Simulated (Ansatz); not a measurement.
Start from LaAlO3 (space group R-3c, No. 167; a = 5.4131 Å, c = 13.1935 Å (hexagonal axes)). Axes: x lies along a and z along c of the hexagonal cell.

Level of theory: Kohn–Sham DFT with the PBE functional, run in Ansatz (a quantum-chemistry and plane-wave program) with PAW and 420 eV plane waves, no spin-orbit coupling.

Perturbation: tensor shear ε_yz = −1.00 % (engineering shear γ = -0.0200), atoms relaxed at fixed cell.

**Question.** Predict the stress tensor and what it implies for the stiffness.

**Answer.** Stress of the strained cell less that of the base (GPa, compression positive):
```
   0.75    0.00    0.00
   0.00   -0.70    2.13
   0.00    2.13    0.14
```

Then −Δσ/γ with γ = 2ε = -0.0200 gives relaxed-ion elastic constants: C44 ≈ 107 GPa.

No phonon test of stability was made.
